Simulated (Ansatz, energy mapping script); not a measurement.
# MnS (Browneite): J from the energies of magnetic orders, part 2 of 2

Wanted: the magnetic order of MnS (Browneite), its couplings and an estimate of its ordering temperature, by PBE+U (1.32 eV).

PBE with U = 1.32 eV on Mn d, ortho-atomic projectors; plane waves, U on orthogonalised atomic orbitals unless named otherwise, collinear spin, no spin–orbit coupling.

So far. Step 8 (Parallel start in cell C (6 atoms)): The run ends ferromagnetic. For each magnetic atom its energy differs from the parallel run of the first cell by -0.09 meV, an error that one common reference would have brought in. Step 9 (Order 6: uncompensated ++−, cell C of 6 atoms): The run ends ferrimagnetic, 179.39 meV a magnetic atom below the parallel order of its cell.

### Step 10. Run 7 (parallel; cell D, 6 atoms)

A new cell needs its own zero of energy.

This run holds the same structure in another cell (b 5.600 → 3.960 Å, c 6.859 → 9.699 Å, α 114.1 → 90.0°, β 106.8 → 90.0°, γ 90.0 → 120.0°).

input.yaml

```yaml
crystal:
  lattice:
    - [0.0, 2.8, 2.8]
    - [-2.8, 0.0, -2.8]
    - [-5.6, -5.6, 5.6]
  atoms:
    - { symbol: Mn, position: [0.0, 0.0, 0.0], spin: 4.5 }
    - { symbol: Mn, position: [0.333333333, 0.666666667, 0.666666667], spin: 4.5 }
    - { symbol: Mn, position: [0.666666667, 0.333333333, 0.333333333], spin: 4.5 }
    - { symbol: S, position: [0.333333333, 0.666666667, 0.916666667] }
    - { symbol: S, position: [0.666666667, 0.333333333, 0.583333333] }
    - { symbol: S, position: [0.0, 0.0, 0.25] }
magnetization:
  spin_polarized: true
kpoints:
  mp_grid: { grid: [8, 8, 3] }
hamiltonian:
  xc: pbe
  hubbard:
    sites:
      - { species: Mn, l: d, u_eff: 1.32 }
      - { site: 0, l: d, u_eff: 1.32, starting_ns: [{ spin: up, occupation_matrix: mn1_major }, { spin: down, occupation_matrix: mn1_minor }] }
      - { site: 1, l: d, u_eff: 1.32, starting_ns: [{ spin: up, occupation_matrix: mn1_major }, { spin: down, occupation_matrix: mn1_minor }] }
      - { site: 2, l: d, u_eff: 1.32, starting_ns: [{ spin: up, occupation_matrix: mn1_major }, { spin: down, occupation_matrix: mn1_minor }] }
    projectors: ortho-atomic
    occupation_matrices:
      mn1_major:
        matrix:
          - [0.995, 0.0, 0.0, 0.0, 0.0]
          - [0.0, 0.99, 0.0, 0.0, 0.0]
          - [0.0, 0.0, 0.99, 0.0, 0.0]
          - [0.0, 0.0, 0.0, 0.995, 0.0]
          - [0.0, 0.0, 0.0, 0.0, 0.99]
      mn1_minor:
        matrix:
          - [0.034, 0.0, 0.0, 0.0, 0.0]
          - [0.0, 0.103, 0.0, 0.0, 0.0]
          - [0.0, 0.0, 0.103, 0.0, 0.0]
          - [0.0, 0.0, 0.0, 0.034, 0.0]
          - [0.0, 0.0, 0.0, 0.0, 0.103]
scf:
  occupations: { method: fermi_dirac, width: 0.05 }
output:
  eigenvalues: true
```

Command:

```bash
$ ansatz run input.yaml --threads 4 --pin off --max-ram 8192MiB --backend cpu --events-out ev --progress --plain --runs-dir out
```

It took 11 s on 4 threads of Arm Neoverse V1, shared host; peak memory 0.56 GiB; 43 s of CPU time.

The run ends ferromagnetic. For each magnetic atom its energy differs from the parallel run of the first cell by -0.03 meV, an error that one common reference would have brought in.

### Step 11. Order 8: uncompensated ++−, cell D of 6 atoms

This order reverses 4 of the 12 neighbours at 3.96 Å, 4 of the 6 neighbours at 5.60 Å and 12 of the 24 neighbours at 6.86 Å, counted for an average magnetic atom.

input.yaml: that of step 10 with these lines changed.

```diff
@@ -8,3 +8,3 @@
     - { symbol: Mn, position: [0.333333333, 0.666666667, 0.666666667], spin: 4.5 }
-    - { symbol: Mn, position: [0.666666667, 0.333333333, 0.333333333], spin: 4.5 }
+    - { symbol: Mn, position: [0.666666667, 0.333333333, 0.333333333], spin: -4.5 }
     - { symbol: S, position: [0.333333333, 0.666666667, 0.916666667] }
@@ -23,3 +23,3 @@
       - { site: 1, l: d, u_eff: 1.32, starting_ns: [{ spin: up, occupation_matrix: mn1_major }, { spin: down, occupation_matrix: mn1_minor }] }
-      - { site: 2, l: d, u_eff: 1.32, starting_ns: [{ spin: up, occupation_matrix: mn1_major }, { spin: down, occupation_matrix: mn1_minor }] }
+      - { site: 2, l: d, u_eff: 1.32, starting_ns: [{ spin: up, occupation_matrix: mn1_minor }, { spin: down, occupation_matrix: mn1_major }] }
     projectors: ortho-atomic
```

Elapsed: 12 s, on 4 threads; peak memory 0.58 GiB; 47 s of CPU time.

The run ends ferrimagnetic, 111.42 meV a magnetic atom below the parallel order of its cell.

### Step 12. From energies to couplings

Each energy difference is a sum of couplings weighted by the pairs that the order reverses. A few near shells are fitted to the differences by least squares. Energies are those extrapolated to zero occupation width, not the free energies F.

Energies from the parallel order of the same cell:

```tsv
order	atoms	energy (meV a magnetic atom)	moments (μB)	moments kept as typed	opposed neighbours at 3.96, 5.60, 6.86 Å
parallel in cell A	4	0.00	4.26	yes	0, 0, 0
compensated +− in cell A	4	-208.48	4.11	yes	8, 0, 16
parallel in cell B	4	0.00	4.26	yes	0, 0, 0
compensated +− in cell B	4	-161.57	4.14	yes	6, 6, 12
parallel in cell C	6	0.00	4.26	yes	0, 0, 0
uncompensated ++− in cell C	6	-179.39	4.06 to 4.17	yes	6.67, 2.67, 8
parallel in cell D	6	0.00	4.26	yes	0, 0, 0
uncompensated ++− in cell D	6	-111.42	4.14 to 4.20	yes	4, 4, 12
```

Couplings from the energies, with E = −Σ J e·e over ordered pairs:

```tsv
pair	distance (Å)	neighbours	J (meV)
Mn–Mn	3.96	12	-13.1
Mn–Mn	5.60	6	-0.572
Mn–Mn	6.86	24	0.0153
```

Adding the shell at 7.92 Å gives -13, -0.43, -0.12 and -0.35 meV and a mean-field temperature of 393 K, an exact solve that tests nothing.

In mean field these couplings order at 398 K, and give a Curie–Weiss temperature of -1241 K.

### Step 13. Monte Carlo

Mean field ignores fluctuations and overstates the ordering temperature, so the model is also sampled. The heat capacity peaks where order sets in.

Classical unit spins with these couplings on 8×8×4 copies of a cell that holds the lowest order (512 spins), heat-bath sweeps, cooled from random directions, 1009 sweeps to settle and 3027 measured at each temperature, averaged over 4 runs.

```tsv
T (K)	order along the lowest pattern	net moment	heat capacity (k_B a spin)
47.8	0.04	0.01	1.01
81.7	0.05	0.01	1.08
133	0.07	0.01	2.03
166	0.09	0.01	0.99
200	0.08	0.01	0.80
251	0.07	0.02	0.64
285	0.07	0.02	0.55
319	0.07	0.02	0.46
353	0.06	0.02	0.42
404	0.06	0.02	0.35
438	0.06	0.02	0.32
```

The smoothed heat capacity peaks at 132 K. The order column follows one pattern alone; equivalent domains or another pattern share the rest.

### Step 14. What came out

| Item | Value |
| --- | --- |
| lowest order tried | compensated +− in cell A |
| largest fitted value, Mn–Mn at 3.96 Å | -13.1 meV |
| ordering temperature, mean field | 398 K |
| heat-capacity peak, Monte Carlo | 132 K |

In words: Of the orders tried, MnS (Browneite) prefers the order “compensated +− in cell A” under PBE+U (1.32 eV), with 8 of 12 neighbours at 3.96 Å, 0 of 6 neighbours at 5.60 Å and 16 of 24 neighbours at 6.86 Å opposed, and the heat capacity of the fitted model peaks near 132 K (Monte Carlo, classical spins). The model's best pattern is not among the orders that were run. The largest fitted coupling is the Mn–Mn pair at 3.96 Å, antiferromagnetic at -13 meV, across a ligand at about 109°. The orders also reverse pairs at 7.92 Å, which are not fitted, so the fitted values hold their part too. With 4 differences for 3 couplings the fit misses by 2.3 meV at most, a small part of the spread. In the fitted orders moments change by up to 4.6 % against the parallel run of the same cell, so their size stays put. Monte Carlo puts the peak at 0.33 of the mean-field temperature, low enough to point to frustration or weakly coupled layers or chains. In tests on simple cubic and body-centred models such peaks lay 5 to 6 % under the bulk value. On cooling, the order along the one computed pattern stays at or under 0.10: the model settles in an equivalent domain, a degenerate mixture or another order. The Curie–Weiss temperature is 9.4 times the peak temperature in size, a mark of frustration. The parallel order holds 5 μB a magnetic atom, spin 2.5; the common factor (S+1)/S would raise the classical 132 K to 185 K, a correction that often overshoots.

[Logs and program files are shortened in this print: banners, set-up blocks, solver, clock and traceback lines can be left out without a mark of their own.]

[Logs are printed without paths, hosts, clocks, repeated set-up lines and the standing remarks that a program may print on its own settings, such as how far it seeks lower states.]

[Hosts, paths, dates, database ids (printed as entryN), source tags and the programs' standing remarks are cut or masked in the printed files.]

[Where a cell is said to come from a database of computed structures, the database is the Materials Project.]
